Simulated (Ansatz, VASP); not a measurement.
Two plane-wave programs on BN

```
CELL_PARAMETERS angstrom
2.40438 0.00000 0.00000
-1.20219 2.08225 0.00000
0.00000 0.00000 7.26171
ATOMIC_POSITIONS crystal
B 0.33333 0.66667 0.25000
B 0.66667 0.33333 0.75000
N 0.33333 0.66667 0.75000
N 0.66667 0.33333 0.25000
```

Alike in both runs: task single point; functional PBEsol; k mesh 12 × 12 × 4; occupations gaussian, width 0.05 eV; no spin polarisation.

```csv
,VASP,Ansatz
version,VASP 6.6.1,Ansatz 0.2.0
potentials or method,"VASP PAW PBE potentials, release 64 (B, N)","scalar-relativistic, plane waves, PAW"
plane-wave cutoff (eV),520,520
valence electrons in the cell,16,16
```

Ansatz gave:

```
gap on the k mesh at the Fermi level (eV) : 4.53
least direct gap on the mesh (eV)         : 4.91
```

**Question.** What did VASP give for the same quantities?

**Answer.** gap on the k mesh at the Fermi level (eV): 4.52; least direct gap on the mesh (eV): 4.91.

Ansatz warned: «pseudo_functional_mismatch».

 A k mesh can miss the band edges.
